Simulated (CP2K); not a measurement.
The system is InAs.

```
In As
1.0
     4.06912    0.00000    0.00000
     2.03456    3.52396    0.00000
     2.03456    1.17465    3.32242
In As
1 1
Cartesian
  4.0691 2.3493 1.6612
  0.0000 0.0000 0.0000
```

Measurements of this composition are mostly on another form, of space group No. 216.

Base run:

* Program: CP2K 2026.2
* Functional: PBE
* Dispersion: D3(BJ)
* Potentials or basis: POTENTIAL_UZH In GTH-PBE-q13, As GTH-PBE-q5; TZVP-MOLOPT-PBE-GTH basis
* Density cutoff: 6123 eV
* k mesh: 8 × 8 × 8
* Occupations: fermi-dirac, width 0.05 eV
* Spin: no spin polarisation

Its results: band gap on the k mesh none (metal or under the smearing width); pressure -2.2 GPa.

Question: After a change of settings the same cell gave: band gap on the k mesh none (metal or under the smearing width); pressure -0.4 GPa. Which change was it?
A. dispersion from D3(BJ) to rVV10
B. dispersion from D3(BJ) to D4
C. dispersion from D3(BJ) to D3(BJ)+ATM
D. dispersion from D3(BJ) to D2

Answer: A.

Caveats: the basis of atomic orbitals isn't converged, which shifts pressures, moduli and gaps; pairwise dispersion overbinds metals, which lowers pressure and volume.
